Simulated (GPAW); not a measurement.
**B/Ru(0001) in an electric field**

Wanted: the out-of-plane polarisability of B/Ru(0001).

Program: GPAW 26.7.0. Level of theory: GPAW, PAW setups; slab in vacuum, relaxation, in the first sound run; inputs show where later runs differ. Results are calculated unless marked as measured.

This is a report of a sequence of runs, with most program output left out.

**1. The structure**

The cell holds 5 atoms: 4 Ru and 1 B. Its edges and angles: a = 2.700 Å, b = 2.700 Å, c = 26.106 Å, α = 90.0°, β = 90.0°, γ = 60.0°. Vacuum lies along c.

Coordinates:

```cif
data_structure
_symmetry_space_group_name_H-M 'P 1'
_symmetry_Int_Tables_number 1
_cell_length_a 2.7000
_cell_length_b 2.7000
_cell_length_c 26.1064
_cell_angle_alpha 90.000
_cell_angle_beta 90.000
_cell_angle_gamma 60.000
_cell_volume 164.82
loop_
_atom_site_label
_atom_site_type_symbol
_atom_site_fract_x
_atom_site_fract_y
_atom_site_fract_z
_atom_site_occupancy
Ru1 Ru 0.66667 0.66667 0.34474 1
Ru2 Ru 0.00000 0.00000 0.42665 1
Ru3 Ru 0.66667 0.66667 0.50857 1
Ru4 Ru 0.00000 0.00000 0.59048 1
B5 B 0.33333 0.33333 0.65526 1
```

**2. Relaxing the atoms**

Forces are removed first; all later runs use this geometry. The lowest 2 atoms are held at bulk positions and keep their forces.

Input file run.py:

```python
import json
import numpy as np
from ase import Atoms
from ase.constraints import FixAtoms
from ase.optimize import BFGS
from gpaw import GPAW, PW

slab = Atoms(
    ['Ru', 'Ru', 'Ru', 'Ru', 'B'],
    positions=[
        [2.70000, 1.55885, 9.00000],
        [0.00000, 0.00000, 11.13840],
        [2.70000, 1.55885, 13.27680],
        [0.00000, 0.00000, 15.41520],
        [1.35000, 0.77942, 17.10635]],
    cell=[[2.7, 0.0, 0.0], [1.35, 2.33827, 0.0], [0.0, 0.0, 26.10635]],
    pbc=[True, True, False])

slab.calc = GPAW(mode=PW(500), xc='PBE', kpts={'size': (13, 13, 1), 'gamma': True},
                 occupations={'name': 'fermi-dirac', 'width': 0.1}, nbands='200%',
                 convergence={'density': 1e-05}, maxiter=200,
                 poissonsolver={'dipolelayer': 'xy'},
                 symmetry={'tolerance': 1e-3, 'extra_ids': [1, 1, 0, 0, 0]}, txt='slab.txt')
result = {}
slab.set_constraint(FixAtoms([0, 1]))
path = []
opt = BFGS(slab, maxstep=0.2)
opt.attach(lambda: path.append((slab.get_potential_energy(), slab.positions.tolist(), slab.get_forces().tolist())))
result['relaxed'] = bool(opt.run(fmax=0.03, steps=40))
result['path'] = path
energy = slab.get_potential_energy()
fermi = slab.calc.get_fermi_level()
v = slab.calc.get_electrostatic_potential().mean((0, 1)) - fermi
n = slab.calc.get_pseudo_density().mean((0, 1))
L = slab.cell[2, 2]
z = np.arange(len(v)) * L / len(v)
low, high = slab.positions[:, 2].min(), slab.positions[:, 2].max()
below, above = np.interp([low - 6.8, high + 6.8], z, v)
slopes = [np.interp(x, z, np.gradient(v, z)) for x in (low - 6.8, high + 6.8)]
eps = np.array([[slab.calc.get_eigenvalues(k, s) for k in range(len(slab.calc.get_ibz_k_points()))]
                for s in range(slab.calc.get_number_of_spins())]) - fermi
top, bottom = eps[eps < 0].max(), eps[eps > 0].min()
dipole = slab.get_dipole_moment()[2]
print(f'energy {energy:.4f} eV, Fermi level {fermi:.4f} eV, dipole {dipole:.5f} e A')
print(f'potential 6.8 A off the faces, from the Fermi level: lower {below:.4f} eV, upper {above:.4f} eV')
print(f'slope of the potential there: lower {slopes[0]:.5f}, upper {slopes[1]:.5f} eV/A')
print(f'nearest levels on the mesh: {top:.4f} and {bottom:.4f} eV')
print('magnetic moment', round(slab.get_magnetic_moment(), 3))
result.update(energy=energy, fermi=fermi, dipole=dipole, below=below, above=above, slopes=slopes, edges=[top, bottom],
              z=z.tolist(), v=v.tolist(), n=n.tolist(), positions=slab.positions.tolist(),
              forces=slab.get_forces(apply_constraint=False).tolist(), moments=slab.get_magnetic_moments().tolist())
json.dump(result, open('result.json', 'w'))
```

On the command line:

```bash
$ OMP_NUM_THREADS=1 OPENBLAS_NUM_THREADS=1 python run.py
```

It took 21 min on 1 thread of AMD EPYC 7B13 (Zen 3), shared host; peak memory 0.3 GiB.

The steps of the relaxation:

| step | energy less that of the first step (eV) | largest force (eV/Å) |
| --- | --- | --- |
| 1 | 0.0000 | 2.4264 |
| 2 | -0.1297 | 2.0861 |
| 3 | -0.5156 | 0.6148 |
| 4 | -0.5199 | 0.4088 |
| 5 | -0.5250 | 0.3250 |
| 6 | -0.5308 | 0.1146 |
| 7 | -0.5309 | 0.0689 |
| 8 | -0.5310 | 0.0673 |
| 9 | -0.5314 | 0.1008 |
| 10 | -0.5320 | 0.1096 |
| 11 | -0.5330 | 0.0679 |
| 12 | -0.5335 | 0.0218 |

The atoms that moved most (Å):

| atom | dx | dy | dz | length |
| --- | --- | --- | --- | --- |
| B5 | 0.000 | 0.000 | -0.230 | 0.230 |
| Ru4 | 0.000 | 0.000 | 0.176 | 0.176 |
| Ru3 | 0.000 | 0.000 | -0.031 | 0.031 |

The relaxed structure:

```xyz
5
Lattice="2.7000 0.0000 0.0000 1.3500 2.3383 0.0000 0.0000 0.0000 26.1064" Properties=species:S:1:pos:R:3
Ru    2.7000    1.5589    9.0000
Ru    0.0000    0.0000   11.1384
Ru    2.7000    1.5589   13.2453
Ru    0.0000    0.0000   15.5915
B     1.3500    0.7794   16.8762
```

This step gave:

```yaml
dipole_along_the_normal: 0.03518 e·Å
levels_nearest_the_fermi_level_on_the_mesh: -0.05241, 0.01386 eV from the Fermi level
upper_work_function: 4.042 eV
lower_work_function: 5.053 eV
```

The electrostatic potential energy of an electron (without an applied field's), less the Fermi level, planar mean oscillates, so the rows of the table below give means over windows of 2.13 Å about each position, cut where the curve ends. Its maxima inside the range that stand out by 2 % of the span (Å: eV): 10.1: -1.87, 12.2: -2.31, 14.4: -0.343, 16.4: -8.93. Its minima: 9.0: -28.0, 11.1: -28.5, 13.2: -28.3, 15.6: -28.6, 16.8: -13.5.

The electrostatic potential energy of an electron (without an applied field's), less the Fermi level, planar mean by z; means over each step:

| z (Å) | electrostatic potential energy of an electron (without an applied field's), less the Fermi level, planar mean (eV) |
| --- | --- |
| 1.06 | 5.01 |
| 3.19 | 5.05 |
| 5.32 | 5.04 |
| 7.46 | 1.49 |
| 9.58 | -13.4 |
| 11.71 | -13.9 |
| 13.84 | -12.3 |
| 15.97 | -16.6 |
| 18.11 | 1.07 |
| 20.23 | 4.03 |
| 22.36 | 4.04 |
| 24.50 | 4.04 |

Pseudo valence density, planar mean against z:

| z (Å) | pseudo valence density, planar mean (e/Å³) |
| --- | --- |
| 5.0 | 9.7e-5 |
| 5.5 | 3.5e-4 |
| 6.0 | 0.00118 |
| 6.5 | 0.00423 |
| 7.0 | 0.0147 |
| 7.5 | 0.0514 |
| 8.0 | 0.206 |
| 8.5 | 0.940 |
| 9.0 | 2.56 |
| 9.5 | 0.974 |
| 10.0 | 0.390 |
| 10.5 | 0.674 |
| 11.0 | 2.41 |
| 11.5 | 1.49 |
| 12.0 | 0.438 |
| 12.5 | 0.541 |
| 13.0 | 1.96 |
| 13.5 | 1.93 |
| 14.0 | 0.480 |
| 14.5 | 0.278 |
| 15.0 | 0.752 |
| 15.5 | 2.52 |
| 16.0 | 1.39 |
| 16.5 | 0.581 |
| 17.0 | 0.357 |
| 17.5 | 0.179 |
| 18.0 | 0.0550 |
| 18.5 | 0.0146 |
| 19.0 | 0.00368 |
| 19.5 | 9.7e-4 |
| 20.0 | 2.7e-4 |
| 20.5 | 7.3e-5 |

The relaxation lowered the energy of the cell by 0.534 eV (energies extrapolated to zero smearing; the optimiser's log prints free energies). The largest force left on a free atom is 0.022 eV/Å.

**3. Plane waves, PBE**

With the geometry fixed, the planar mean of the potential gives the vacuum level on each side.

This step: GPAW, PAW setups; slab in vacuum (GPAW 26.7.0).

run.py: that of step 2 with these lines changed.

```diff
@@ -3,4 +3,2 @@
 from ase import Atoms
-from ase.constraints import FixAtoms
-from ase.optimize import BFGS
 from gpaw import GPAW, PW
@@ -12,5 +10,5 @@
         [0.00000, 0.00000, 11.13840],
-        [2.70000, 1.55885, 13.27680],
-        [0.00000, 0.00000, 15.41520],
-        [1.35000, 0.77942, 17.10635]],
+        [2.70000, 1.55885, 13.24533],
+        [0.00000, -0.00000, 15.59152],
+        [1.35000, 0.77942, 16.87624]],
     cell=[[2.7, 0.0, 0.0], [1.35, 2.33827, 0.0], [0.0, 0.0, 26.10635]],
@@ -22,10 +20,4 @@
                  poissonsolver={'dipolelayer': 'xy'},
-                 symmetry={'tolerance': 1e-3, 'extra_ids': [1, 1, 0, 0, 0]}, txt='slab.txt')
+                 symmetry={'tolerance': 1e-3}, txt='slab.txt')
 result = {}
-slab.set_constraint(FixAtoms([0, 1]))
-path = []
-opt = BFGS(slab, maxstep=0.2)
-opt.attach(lambda: path.append((slab.get_potential_energy(), slab.positions.tolist(), slab.get_forces().tolist())))
-result['relaxed'] = bool(opt.run(fmax=0.03, steps=40))
-result['path'] = path
 energy = slab.get_potential_energy()
```

Run time: 1.9 min. Hardware: 1 thread; peak memory 0.29 GiB.

Numbers from this step:

```
dipole along the normal                    : 0.03526 e·Å
levels nearest the Fermi level on the mesh : -0.05243, 0.01386 eV from the Fermi level
upper work function                        : 4.043 eV
```

The electrostatic potential energy of an electron (without an applied field's), less the Fermi level, planar mean by z:

| z (Å) | electrostatic potential energy of an electron (without an applied field's), less the Fermi level, planar mean (eV) |
| --- | --- |
| 0.0 | 4.55 |
| 0.5 | 5.05 |
| 1.0 | 5.05 |
| 1.5 | 5.05 |
| 2.0 | 5.05 |
| 2.5 | 5.05 |
| 3.0 | 5.05 |
| 3.5 | 5.05 |
| 4.0 | 5.05 |
| 4.5 | 5.05 |
| 5.0 | 5.05 |
| 5.5 | 5.04 |
| 6.0 | 5.02 |
| 6.5 | 4.93 |
| 7.0 | 4.64 |
| 7.5 | 3.59 |
| 8.0 | -0.104 |
| 8.5 | -12.9 |
| 9.0 | -28.0 |
| 9.5 | -13.1 |
| 10.0 | -2.07 |
| 10.5 | -8.61 |
| 11.0 | -26.8 |
| 11.5 | -19.1 |
| 12.0 | -3.68 |
| 12.5 | -5.70 |
| 13.0 | -23.4 |
| 13.5 | -23.0 |
| 14.0 | -5.02 |
| 14.5 | -0.521 |
| 15.0 | -9.82 |
| 15.5 | -27.7 |
| 16.0 | -18.2 |
| 16.5 | -9.27 |
| 17.0 | -11.8 |
| 17.5 | -1.10 |
| 18.0 | 2.68 |
| 18.5 | 3.69 |
| 19.0 | 3.95 |
| 19.5 | 4.02 |
| 20.0 | 4.03 |
| 20.5 | 4.04 |
| 21.0 | 4.04 |
| 21.5 | 4.04 |
| 22.0 | 4.04 |
| 22.5 | 4.04 |
| 23.0 | 4.04 |
| 23.5 | 4.04 |
| 24.0 | 4.04 |
| 24.5 | 4.04 |
| 25.0 | 4.04 |
| 25.5 | 4.04 |
| 26.0 | 4.39 |

The pseudo valence density, planar mean by z:

z (Å), pseudo valence density, planar mean (e/Å³) and a bar:
```
      5.0       0.00 
      5.5       0.00 
      6.0       0.00 
      6.5       0.00 
      7.0       0.01 
      7.5       0.05 #
      8.0       0.21 ##
      8.5       0.94 ###########
      9.0       2.56 ##############################
      9.5       0.97 ###########
     10.0       0.39 #####
     10.5       0.67 ########
     11.0       2.41 ############################
     11.5       1.49 ##################
     12.0       0.44 #####
     12.5       0.54 ######
     13.0       1.96 #######################
     13.5       1.93 #######################
     14.0       0.48 ######
     14.5       0.28 ###
     15.0       0.75 #########
     15.5       2.52 #############################
     16.0       1.39 ################
     16.5       0.58 #######
     17.0       0.36 ####
     17.5       0.18 ##
     18.0       0.06 #
     18.5       0.01 
     19.0       0.00 
     19.5       0.00 
     20.0       0.00 
     20.5       0.00
```

Force by atom:

| atom | x (eV/Å) | y (eV/Å) | z (eV/Å) | size |
| --- | --- | --- | --- | --- |
| Ru1 | 0.000 | 0.000 | 0.621 | 0.621 |
| Ru2 | 0.000 | 0.000 | -0.615 | 0.615 |
| Ru3 | 0.000 | 0.000 | -0.017 | 0.017 |
| Ru4 | 0.000 | 0.000 | 0.022 | 0.022 |
| B5 | 0.000 | 0.000 | -0.011 | 0.011 |

The potential is flat to 2.5e-5 eV/Å where it is read, so the vacuum is wide enough.

**4. In a field**

A uniform field along the normal polarises the slab; the atoms stay fixed, so this is the electronic response alone.

run.py: that of step 3 with these lines changed.

```diff
@@ -4,2 +4,3 @@
 from gpaw import GPAW, PW
+from gpaw.external import ConstantElectricField
 
@@ -20,2 +21,3 @@
                  poissonsolver={'dipolelayer': 'xy'},
+                 external=ConstantElectricField(-0.2, [0, 0, 1]),
                  symmetry={'tolerance': 1e-3}, txt='slab.txt')
```

The job ended after 7.4 min (1 thread; peak memory 0.71 GiB).

Numbers from this step:

* dipole along the normal: -0.04192 e·Å
* levels nearest the Fermi level on the mesh: -0.05303, 0.01367 eV from the Fermi level
* potential below the slab, the applied field's own ramp left out: 3.884 eV from the Fermi level
* potential above the slab, the applied field's own ramp left out: 5.085 eV from the Fermi level

The electrostatic potential energy of an electron (without an applied field's), less the Fermi level, planar mean oscillates, so the rows of the table below give means over windows of 2.13 Å about each position, cut where the curve ends. Its maxima inside the range that stand out by 2 % of the span (Å: eV): 10.1: -2.47, 12.2: -2.49, 14.4: -0.0724, 16.4: -8.26. Its minima: 9.0: -28.8, 11.1: -28.9, 13.2: -28.2, 15.6: -28.1, 16.8: -12.7.

Table of electrostatic potential energy of an electron (without an applied field's), less the Fermi level, planar mean by z; means over each step:

z (Å), electrostatic potential energy of an electron (without an applied field's), less the Fermi level, planar mean (eV) and a bar from the least value:
```
     1.06        3.9 ############################
     3.19        3.9 ############################
     5.32        3.9 ############################
     7.46        0.4 #######################
     9.58      -14.1 ###
    11.71      -14.2 ###
    13.84      -12.1 ######
    15.97      -16.0 
    18.11        2.0 ##########################
    20.23        5.1 ##############################
    22.36        5.1 ##############################
    24.50        5.1 ##############################
```

Force by atom:

| atom | x (eV/Å) | y (eV/Å) | z (eV/Å) | size |
| --- | --- | --- | --- | --- |
| Ru1 | 0.000 | 0.000 | 0.624 | 0.624 |
| Ru2 | 0.000 | 0.000 | -0.618 | 0.618 |
| Ru3 | 0.000 | 0.000 | -0.016 | 0.016 |
| Ru4 | 0.000 | 0.000 | 0.002 | 0.002 |
| B5 | 0.000 | 0.000 | 0.009 | 0.009 |

The dipole is now -0.0419 e Å, against 0.035 in the run without a field.

**5. In a field**

run.py: that of step 4 with these lines changed.

```diff
@@ -21,3 +21,3 @@
                  poissonsolver={'dipolelayer': 'xy'},
-                 external=ConstantElectricField(-0.2, [0, 0, 1]),
+                 external=ConstantElectricField(-0.1, [0, 0, 1]),
                  symmetry={'tolerance': 1e-3}, txt='slab.txt')
```

Wall time 8.6 min (1 thread); peak memory 0.71 GiB.

Numbers from this step:

* dipole along the normal: -0.003306 e·Å
* levels nearest the Fermi level on the mesh: -0.05274, 0.01377 eV from the Fermi level
* potential below the slab, the applied field's own ramp left out: 4.468 eV from the Fermi level
* potential above the slab, the applied field's own ramp left out: 4.562 eV from the Fermi level

The electrostatic potential energy of an electron (without an applied field's), less the Fermi level, planar mean oscillates, so the rows of the table below give means over windows of 2.13 Å about each position, cut where the curve ends. Its maxima inside the range that stand out by 2 % of the span (Å: eV): 10.1: -2.17, 12.2: -2.40, 14.4: -0.208, 16.4: -8.59. Its minima: 9.0: -28.4, 11.1: -28.7, 13.2: -28.2, 15.6: -28.3, 16.8: -13.1.

Electrostatic potential energy of an electron (without an applied field's), less the Fermi level, planar mean against z; means over each step:

| z (Å) | electrostatic potential energy of an electron (without an applied field's), less the Fermi level, planar mean (eV) |
| --- | --- |
| 1.06 | 4.47 |
| 3.19 | 4.47 |
| 5.32 | 4.45 |
| 7.46 | 0.950 |
| 9.58 | -13.7 |
| 11.71 | -14.0 |
| 13.84 | -12.2 |
| 15.97 | -16.3 |
| 18.11 | 1.55 |
| 20.23 | 4.55 |
| 22.36 | 4.56 |
| 24.50 | 4.56 |

Force by atom:

| atom | x (eV/Å) | y (eV/Å) | z (eV/Å) | size |
| --- | --- | --- | --- | --- |
| Ru1 | 0.000 | 0.000 | 0.623 | 0.623 |
| Ru2 | 0.000 | 0.000 | -0.616 | 0.616 |
| Ru3 | 0.000 | 0.000 | -0.017 | 0.017 |
| Ru4 | 0.000 | 0.000 | 0.012 | 0.012 |
| B5 | 0.000 | 0.000 | -0.001 | 0.001 |

The dipole is now -0.00331 e Å, against 0.035 in the run without a field.

**6. In a field**

run.py: that of step 5 with these lines changed.

```diff
@@ -21,3 +21,3 @@
                  poissonsolver={'dipolelayer': 'xy'},
-                 external=ConstantElectricField(-0.1, [0, 0, 1]),
+                 external=ConstantElectricField(-0.05, [0, 0, 1]),
                  symmetry={'tolerance': 1e-3}, txt='slab.txt')
```

The job ended after 8.3 min (1 thread; peak memory 0.71 GiB).

**7. Field on**

run.py: that of step 6 with these lines changed.

```diff
@@ -21,3 +21,3 @@
                  poissonsolver={'dipolelayer': 'xy'},
-                 external=ConstantElectricField(-0.05, [0, 0, 1]),
+                 external=ConstantElectricField(0.05, [0, 0, 1]),
                  symmetry={'tolerance': 1e-3}, txt='slab.txt')
```

It took 8.4 min on 1 thread; peak memory 0.71 GiB.

**8. Field on**

run.py: that of step 7 with these lines changed.

```diff
@@ -21,3 +21,3 @@
                  poissonsolver={'dipolelayer': 'xy'},
-                 external=ConstantElectricField(0.05, [0, 0, 1]),
+                 external=ConstantElectricField(0.1, [0, 0, 1]),
                  symmetry={'tolerance': 1e-3}, txt='slab.txt')
```

The job ended after 8.8 min (1 thread; peak memory 0.71 GiB).

The electrostatic potential energy of an electron (without an applied field's), less the Fermi level, planar mean oscillates, so the rows of the table below give means over windows of 2.18 Å about each position, cut where the curve ends. Its maxima inside the range that stand out by 2 % of the span (Å: eV): 2.9: 5.64, 10.1: -1.57, 12.2: -2.23, 14.4: -0.478, 16.4: -9.27. Its minima: 9.0: -27.6, 11.1: -28.3, 13.2: -28.3, 15.6: -28.9, 16.8: -13.8.

The electrostatic potential energy of an electron (without an applied field's), less the Fermi level, planar mean by z; means over each step:

z (Å), electrostatic potential energy of an electron (without an applied field's), less the Fermi level, planar mean (eV) and a bar from the least value:
```
     1.09        5.5 ##############################
     3.27        5.6 ##############################
     5.45        5.6 ##############################
     7.63        0.0 ######################
     9.81      -13.3 ###
    11.99      -14.1 ##
    14.17      -11.4 ######
    16.35      -15.6 
    18.53        2.5 ##########################
    20.71        3.5 ###########################
    22.89        3.5 ###########################
    25.07        3.6 ###########################
```

The dipole is now 0.0738 e Å, against 0.035 in the run without a field.

**9. Field on**

run.py: that of step 8 with these lines changed.

```diff
@@ -21,3 +21,3 @@
                  poissonsolver={'dipolelayer': 'xy'},
-                 external=ConstantElectricField(0.1, [0, 0, 1]),
+                 external=ConstantElectricField(0.2, [0, 0, 1]),
                  symmetry={'tolerance': 1e-3}, txt='slab.txt')
```

The job ended after 10 min (1 thread; peak memory 0.71 GiB).

(Part 1 of 2 ends here.)

[Logs are printed without paths, hosts, clocks, repeated set-up lines and the standing remarks that a program may print on its own settings, such as how far it seeks lower states.]

[Hosts, paths, dates, database ids (printed as entryN), source tags and the programs' standing remarks are cut or masked in the printed files.]
